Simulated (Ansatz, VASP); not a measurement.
# One calculation of MgSe, two programs

The input POSCAR:

```
MgSe
1.0
    0.0000000000      2.7362756101      2.7362756101
    2.7362756101      0.0000000000      2.7362756101
    2.7362756101      2.7362756101      0.0000000000
Mg Se
1 1
Direct
    0.0000000000      0.0000000000      0.0000000000
    0.5000000000      0.5000000000      0.5000000000
```

INCAR.step1

```
  PREC = Accurate
  ENCUT = 520
  EDIFF = 1E-5
  ISMEAR = 0
  SIGMA = 0.01
  LREAL = F
  LASPH = T
  NELM = 150
  ALGO = Normal
  ISIF = 2
  LWAVE = T
  LCHARG = F
  MAGMOM = 0 0 0 0 0 0
  LORBIT = 11
  LSORBIT = T
  GGA_COMPAT = F
  LORBMOM = T
  GGA = PE
  NBANDS = 20
```

INCAR.step2

```
  PREC = Accurate
  ENCUT = 520
  EDIFF = 1E-6
  ISMEAR = 0
  SIGMA = 0.01
  LREAL = F
  LASPH = T
  NELM = 150
  ALGO = Normal
  ISIF = 2
  LWAVE = F
  LCHARG = F
  MAGMOM = 0 0 0 0 0 0
  LORBIT = 11
  LSORBIT = T
  GGA_COMPAT = F
  LORBMOM = T
  GGA = PE
  LHFCALC = T
  HFSCREEN = 0.2079
  PRECFOCK = Normal
  ISTART = 1
  NBANDS = 20
```

File KPOINTS:

```
Automatic mesh
0
Gamma
  4 4 4
```

Input for Ansatz:

```yaml
crystal:
  lattice:
    - [0.0, 2.7362756101, 2.7362756101]
    - [2.7362756101, 0.0, 2.7362756101]
    - [2.7362756101, 2.7362756101, 0.0]
  atoms:
    - { symbol: Mg, position: [0.0, 0.0, 0.0] }
    - { symbol: Se, position: [0.5, 0.5, 0.5] }
kpoints:
  mp_grid: { grid: [4, 4, 4] }
  band_path:
    path:
      - [0.0, 0.0, 0.0]
      - [0.5, 0.0, 0.5]
      - [0.625, 0.25, 0.625]
      - [0.375, 0.375, 0.75]
      - [0.5, 0.5, 0.5]
      - [0.5, 0.25, 0.75]
      - [0.0, 0.5, 0.5]
    npoints: 1
hamiltonian:
  xc: hse06
scf:
  occupations: { method: fixed }
  n_extra_bands: 8
magnetization:
  noncollinear: true
  spin_orbit: true
output:
  eigenvalues: true
  write_density: true
  write_potential: true
  elf: true
  volumetric_format: npy
```

Alike in both runs: task single point; functional HSE06; k mesh 4 × 4 × 4; non-collinear spin, spin-orbit coupling.

|  | VASP | Ansatz |
| --- | --- | --- |
| version | VASP 6.6.1 | Ansatz 0.2.0 |
| potentials or method | VASP PAW PBE potentials, release 64 (Mg, Se) | plane waves, PAW |
| plane-wave cutoff (eV) | 520 | 420 |
| occupations | gaussian, width 0.01 eV | fixed |
| valence electrons in the cell | 8 | 26 |

Ansatz gave:

```
gap on the k mesh at the Fermi level (eV) : 2.50
net moment per atom (μB)                  : 0.00
```

**Question.** Estimate VASP's values.

**Answer.** gap on the k mesh at the Fermi level (eV): 2.47; net moment per atom (μB): 0.00.

The two sets of potentials don't hold the same shells in valence.

Caveats: the k mesh is coarse (spacing up to 0.50 Å⁻¹), so the values aren't converged, least of all with exact exchange.
